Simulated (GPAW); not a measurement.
# PtSe2 (Sudovikovite) (P-3m1) in GPAW: single point with LDA

Aim: the single point of PtSe2 (Sudovikovite) with LDA.

Everything below comes from runs of GPAW 26.7.0. Logs are shortened: lines on timing, memory, paths and dates and some standing lists are left out, and cuts for length are marked. The log counts tension as positive stress, the text compression.

## (1) The crystal as given

Symmetry: P-3m1, No. 164, trigonal system. The conventional cell has a = 3.724 Å, b = 3.724 Å, c = 5.062 Å, α = 90.00°, β = 90.00°, γ = 120.00°. Pt (site symmetry -3m) has 6 Se at 2.49 Å as nearest neighbours. Se (site symmetry 3m) is surrounded by 3 Pt at 2.49 Å.

## (2) Single point, LDA

Contents of run.py:

```python
from ase.dft.bandgap import bandgap
from ase.io import read, write
from ase.units import GPa
from gpaw import GPAW, PW

atoms = read('PtSe2.xyz')

calc = GPAW(mode=PW(400),
            xc='LDA',
            kpts={'size': (7, 7, 4), 'gamma': True},
            occupations={'name': 'fermi-dirac', 'width': 0.05},
            nbands=26,
            maxiter=120,
            txt='gpaw.txt')
atoms.calc = calc
energy = atoms.get_potential_energy()
forces = atoms.get_forces()
stress = atoms.get_stress()
calc.write('gs.gpw')
write('result.traj', atoms)
print(f'Energy: {energy:.6f} eV')
print('Forces (eV/A):')
print(forces.round(4))
print('Stress (GPa):', (stress / GPa).round(3))
print('Fermi level:', round(calc.get_fermi_level(), 4), 'eV')
print(f'Gap: {bandgap(calc)[0]:.4f} eV, direct: {bandgap(calc, direct=True)[0]:.4f} eV')
```

Contents of PtSe2.xyz:

```xyz
3
Lattice="3.7240000000 0.0000000000 0.0000000000 -1.8620000000 3.2250786037 0.0000000000 0.0000000000 0.0000000000 5.0620000000" Properties=species:S:1:pos:R:3 pbc="T T T"
Pt     0.0000000000      0.0000000000      0.0000000000
Se     1.8620000002      1.0750262011      3.7965000000
Se    -0.0000000002      2.1500524026      1.2655000000
```

Potentials or basis: the program's PAW data sets (release 1.2.1) made for this functional, pw.

On the command line:

```bash
> OMP_NUM_THREADS=1 python run.py
```

gpaw.txt:

```text
__  _  _
 | _ |_)|_||  |
 |__||  | ||/\| - 26.7.0

Input parameters:
  mode=PW(ecut=400.0),
  kpts=MonkhorstPack(size=(7, 7, 4), gamma=True),
  maxiter=120,
  nbands=26,
  occupations=Occupations(name='fermi-dirac', width=0.05),
  xc=XC(name='LDA')

Diagonalizing LCAO Hamiltonian
Converting LCAO to pw mode

            Se

        Se

       Pt

Atoms  # Å, Bohr magnetons
|   | symbol |         x |        y |        z |    initial magnetic moments |
|---|--------|-----------|----------|----------|-----------------------------|
| 0 |     Pt |  0.000000 | 0.000000 | 0.000000 | ( 0.0000,  0.0000,  0.0000) |
| 1 |     Se |  1.862000 | 1.075026 | 3.796500 | ( 0.0000,  0.0000,  0.0000) |
| 2 |     Se | -0.000000 | 2.150052 | 1.265500 | ( 0.0000,  0.0000,  0.0000) |

Unit cell  # Å
| periodic |         x |        y |        z |  lengths |     angles |
|----------|-----------|----------|----------|----------|------------|
|      yes |  3.724000 | 0.000000 | 0.000000 | 3.724000 |  90.000000 |
|      yes | -1.862000 | 3.225079 | 0.000000 | 3.724000 |  90.000000 |
|      yes |  0.000000 | 0.000000 | 5.062000 | 5.062000 | 120.000000 |

Number of symmetries: 12
Symmetry operations  # r_c * U_cc + t_c -> r_c
|    | kind |            matrix            |
|----|------|------------------------------|
|  0 |  σ   |  1, 1, 0,  0,-1, 0,  0, 0, 1 |
|  1 |  S6  |  1, 1, 0, -1, 0, 0,  0, 0,-1 |
|  2 |  E   |  1, 0, 0,  0, 1, 0,  0, 0, 1 |
|  3 |  C2  |  1, 0, 0, -1,-1, 0,  0, 0,-1 |
|  4 |  C2  |  0, 1, 0,  1, 0, 0,  0, 0,-1 |
|  5 |  C3  |  0, 1, 0, -1,-1, 0,  0, 0, 1 |
|  6 |  S6  |  0,-1, 0,  1, 1, 0,  0, 0,-1 |
|  7 |  σ   |  0,-1, 0, -1, 0, 0,  0, 0, 1 |
|  8 |  σ   | -1, 0, 0,  1, 1, 0,  0, 0, 1 |
|  9 |  i   | -1, 0, 0,  0,-1, 0,  0, 0,-1 |
| 10 |  C3  | -1,-1, 0,  1, 0, 0,  0, 0, 1 |
| 11 |  C2  | -1,-1, 0,  0, 1, 0,  0, 0,-1 |

BZ-sampling:
  Number of BZ points: 196
  Number of IBZ points: 28

  Monkhorst-Pack size: [7, 7, 4]
  Monkhorst-Pack shift: [0.0, 0.0, 0.125]

K-points  # in reciprocal-cell coordinates
|     |                                coordinates |     weight |
|-----|--------------------------------------------|------------|
|   0 | (  0.00000000,   0.00000000,   0.00000000) | 0.00510204 |
|   1 | (  0.00000000,   0.00000000,   0.25000000) | 0.01020408 |
|   2 | (  0.00000000,   0.00000000,   0.50000000) | 0.00510204 |
|   3 | (  0.14285714,   0.00000000,  -0.25000000) | 0.03061224 |
|   4 | (  0.14285714,   0.00000000,   0.00000000) | 0.03061224 |
|   5 | (  0.14285714,   0.00000000,   0.25000000) | 0.03061224 |
|   6 | (  0.14285714,   0.00000000,   0.50000000) | 0.03061224 |
|   7 | (  0.28571429,  -0.14285714,   0.00000000) | 0.03061224 |
|   8 | (  0.28571429,  -0.14285714,   0.25000000) | 0.06122449 |
|   9 | (  0.28571429,  -0.14285714,   0.50000000) | 0.03061224 |
| ... |                                            |            |
|  27 | (  0.42857143,   0.42857143,   0.50000000) | 0.03061224 |

Plane wave coefficients: 1121
Cutoff: 400.0 eV

Spin-components: 1 (collinear spins)
Bands:           26
Projectors:      16
Spin-degeneracy: 2
Datatype:        complex128

Parallelization:
  kpt:    1
  domain: 1
  band:   1

Density:
  Valence electrons: 28.0
  Components: 1
  Grid points: [18 18 24]
  Charge: 0.0  # |e|

Potential:
  Grid points: [18 18 24]

species:
  Pt:
    name:    Platinum
    Z:       78.0
    valence: 16
    core:    62
    charge:  0.0  # [|e|]
    compensation charges:
      type: gauss
      rc: 0.41  # [Å]
      lmax: 2
    cutoffs:
      filter: 2.26  # [Å]
      core: 2.26  # [Å]
    projectors
    | kind |    occ | energy [eV] | rcut [Å] |
    |------|--------|-------------|----------|
    |   6s |  1.000 |      -5.930 |    1.307 |
    |   5p |  6.000 |     -56.318 |    1.371 |
    |   6p |  0.000 |      -0.962 |    1.371 |
    |   5d |  9.000 |      -6.387 |    1.307 |
    |    s |        |      21.281 |    1.307 |
    |    d |        |      20.825 |    1.307 |

    Using partial waves for Pt as LCAO basis

  Se:
    name:    Selenium
    Z:       34.0
    valence: 6
    core:    28
    charge:  0.0  # [|e|]
    compensation charges:
      type: gauss
      rc: 0.27  # [Å]
      lmax: 2
    cutoffs:
      filter: 1.77  # [Å]
      core: 2.67  # [Å]
    projectors
    | kind |    occ | energy [eV] | rcut [Å] |
    |------|--------|-------------|----------|
    |   4s |  2.000 |     -17.472 |    0.847 |
    |   4p |  4.000 |      -6.656 |    1.005 |
    |    s |        |       9.739 |    0.847 |
    |    p |        |      20.555 |    1.005 |
    |    d |        |       0.000 |    0.847 |

    Using partial waves for Se as LCAO basis

Reference energy: -632131.096150  # eV

eigensolver:
  PPCG
  Converge bands: occupied
  niter=2

density mixing:
  MSR1-Mixer
  Pratt-step length: 0.05
  Maximum mixing coefficient: 0.75
  Old densities: 10
  SVD Regularization: 0.005
  Good broyden scale: 1.0
  Trust region scale: 1.0
  Backstep threshold: 4.0
  History deletion threshold: 6.0
  Fourier metric: weight=20.0, sigma=0.015

occupation numbers:
  Fermi-Dirac:
    width: 0.0500  # eV

poisson solver:
  ecut: 3200.0  # eV

xc functional:
  name: None

convergence criteria:
- Maximum [total energy] change in last 3 cyles: 0.0005 eV / valence electron
- Maximum integral of absolute [dens]ity change: 0.0001 electrons / valence electron
- Maximum integral of absolute [eigenst]ate change: 4e-08 eV^2 / valence electron
maximum number of iterations: 120

SCF iterations
|iter     | |      energy | eigst |  dens |
|---------|-|-------------|-------|-------|
|iter:   1| |  -18.389618 | +0.08 |       |
|iter:   2| |  -18.046703 | -2.10 | -1.13 |
|iter:   3| |  -17.457096 | -1.90 | -1.20 |
|iter:   4| |  -17.408703 | -3.44 | -1.60 |
|iter:   5| |  -17.387725 | -3.63 | -1.88 |
|iter:   6| |  -17.386985 | -4.81 | -2.64 |
|iter:   7| |  -17.386942c| -5.49 | -3.17 |
|iter:   8| |  -17.386945c| -6.84 | -3.93 |
|iter:   9| |  -17.386946c| -8.05c| -4.62c|

Converged in 9 steps
Energy contributions relative to reference atoms: (reference = -632131.096150)

Energy contributions:
  Kinetic:           7.461320
  Coulomb:          -8.559280
  Zero:             -0.655518
  External:          0.000000
  Xc:              -15.630105
  Entropy:          -0.006725
  Spinorbit:         0.000000
  ----------------------------
  Free energy:     -17.390309
  Extrapolated:    -17.386946

dipole moment: (-6.436527, -11.148392, -17.498228)  # |e|*Ang

Fermi level: 7.936
Eigenvalues  # (at kpt = [0.000, 0.000, 0.000])
| band index |      eig [eV] | occ [0-2] |
|------------|---------------|-----------|
|          0 |       -45.838 |     2.000 |
|        ... |               |           |
|          5 |         0.858 |     2.000 |
|          6 |         1.571 |     2.000 |
|          7 |         1.571 |     2.000 |
|          8 |         4.034 |     2.000 |
|          9 |         4.035 |     2.000 |
|         10 |         5.484 |     2.000 |
[... 8 lines left out ...]
|         19 |        15.332 |     0.000 |
|         20 |        19.806 |     0.000 |
|        ... |               |           |
|         25 |        20.585 |     0.000 |

No gap
No difference between direct/indirect transitions

Forces  # eV/Ang
|        x |       y |        z |
|----------|---------|----------|
| -0.00000 | 0.00000 |  0.00000 |  # Pt   0
| -0.00000 | 0.00000 | -0.18390 |  # Se   1
|  0.00000 | 0.00000 |  0.18390 |  # Se   2

Stress tensor  # eV/Ang^3
|         x |         y |        z |
|-----------|-----------|----------|
|  0.007192 | -0.000000 | 0.000000 |
| -0.000000 |  0.007192 | 0.000000 |
|  0.000000 |  0.000000 | 0.013750 |

# Writing to gs.gpw (mode='')
```

Run time: 35 s. Hardware: 1 thread of Intel Xeon at 2.50GHz (Skylake/Cascade Lake), shared host; peak memory 0.15 GiB.

These settings aren't checked as converged: the numbers below hold their error.

Results:

```yaml
Free_energy: -17.3903 eV
Pressure: -1.5 GPa
Largest_force: 0.184 eV/Å
Band_gap_on_the_k_mesh: none (metal or under the smearing width)
```

Caveat: the cutoff is short for stress and forces, so pressures can be off by a GPa or more.
